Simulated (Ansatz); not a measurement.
# MgO: band gap under strain

Aim: follow the gap of MgO in the rocksalt structure through these states: no strain; -4.0 % biaxial strain in the (111) plane, free along [111]; -3.0 % biaxial strain in the (111) plane, free along [111]. The table at the end shows which levels were run.

The runs shown are made with Ansatz 0.2.0. PAW datasets, plane waves. No spin polarisation and no zero-point or thermal motion.

## Step 1: The structure to begin with

The unstrained cell was relaxed with r2SCAN; in each strained cell the atoms were relaxed again with r2SCAN. Names of k-points are those of the unstrained zone, where strain can split equivalent points. First state: no strain.

It is cubic, Fm-3m (No. 225); conventional cell a = 4.204 Å, 9.29 Å³ an atom. Near Mg stand 6 O at 2.10 Å; near O stand 6 Mg at 2.10 Å.

As a file:

```cif
data_structure
_symmetry_space_group_name_H-M 'Fm-3m'
_symmetry_Int_Tables_number 225
_cell_length_a 4.2043
_cell_length_b 4.2043
_cell_length_c 4.2043
_cell_angle_alpha 90.000
_cell_angle_beta 90.000
_cell_angle_gamma 90.000
_cell_volume 74.32
loop_
_atom_site_label
_atom_site_type_symbol
_atom_site_symmetry_multiplicity
_atom_site_Wyckoff_symbol
_atom_site_fract_x
_atom_site_fract_y
_atom_site_fract_z
_atom_site_occupancy
Mg1 Mg 4 a 0.00000 0.00000 0.00000 1
O1 O 4 b 0.50000 0.00000 0.00000 1
```

## Step 2: No strain: PBE

Contents of input.yaml:

```yaml
crystal:
  lattice:
    - [0.0, 2.1021674155, 2.1021674155]
    - [2.1021674155, 0.0, 2.1021674155]
    - [2.1021674155, 2.1021674155, 0.0]
  atoms:
    - { symbol: Mg, position: [0.0, 0.0, 0.0] }
    - { symbol: O, position: [0.5, 0.5, 0.5] }
kpoints:
  mp_grid: { grid: [10, 10, 10] }
  band_path:
    path:
      - [0.0, 0.0, 0.0]
      - [0.5, 0.0, 0.5]
      - [0.625, 0.25, 0.625]
      - [0.375, 0.375, 0.75]
      - [0.5, 0.5, 0.5]
      - [0.5, 0.25, 0.75]
    npoints: 1
hamiltonian:
  xc: pbe
scf:
  occupations: { method: fermi_dirac, width: 0.02 }
  n_extra_bands: 4
output:
  forces: true
  stress: true
  eigenvalues: true
```

Started as:

```console
$ ansatz run input.yaml --threads 2 --pin off --max-ram 20275MiB --backend cpu --events-out ev --progress --plain --runs-dir out
```

Further steps of the session: No strain: r2SCAN; No strain: HSE06; No strain: r2SCAN; No strain: G0W0@PBE; -4.0 % biaxial strain in the (111) plane, free along [111]: PBE; -4.0 % biaxial strain in the (111) plane, free along [111]: r2SCAN; -4.0 % biaxial strain in the (111) plane, free along [111]: HSE06; -4.0 % biaxial strain in the (111) plane, free along [111]: r2SCAN; -4.0 % biaxial strain in the (111) plane, free along [111]: G0W0@PBE; -3.0 % biaxial strain in the (111) plane, free along [111]: PBE; -3.0 % biaxial strain in the (111) plane, free along [111]: r2SCAN; -3.0 % biaxial strain in the (111) plane, free along [111]: HSE06; -3.0 % biaxial strain in the (111) plane, free along [111]: r2SCAN; -3.0 % biaxial strain in the (111) plane, free along [111]: G0W0@PBE.

Q: Predict the outcome of this session.

As calculated:

Least gap in eV (negative: overlap), with the change from the unstrained cell in brackets. G0W0 is on its own coarse mesh.

| state | volume change (%) | PBE | r2SCAN | HSE06 | G0W0 |
| --- | --- | --- | --- | --- | --- |
| no strain | +0.0 | 4.80 | 5.68 | 6.54 | 7.23 |
| -4.0 % biaxial strain in the (111) plane, free along [111] | -6.6 | 5.28 (+0.48) | 6.19 (+0.51) | 7.08 (+0.54) | 7.84 (+0.61) |
| -3.0 % biaxial strain in the (111) plane, free along [111] | -5.0 | 5.17 (+0.37) | 6.07 (+0.39) | 6.96 (+0.42) | 7.70 (+0.47) |

In words: The largest move of the HSE06 gap in the table is +0.542 eV, under -4.0 % biaxial strain in the (111) plane, free along [111]. PBE and HSE06 differ by 1.74 eV on the unstrained gap, and by at most 0.06 eV on its change: the two disagree on the size of the gap but agree on its response to strain. No extrapolation in bands, cutoff or mesh was made for G0W0.
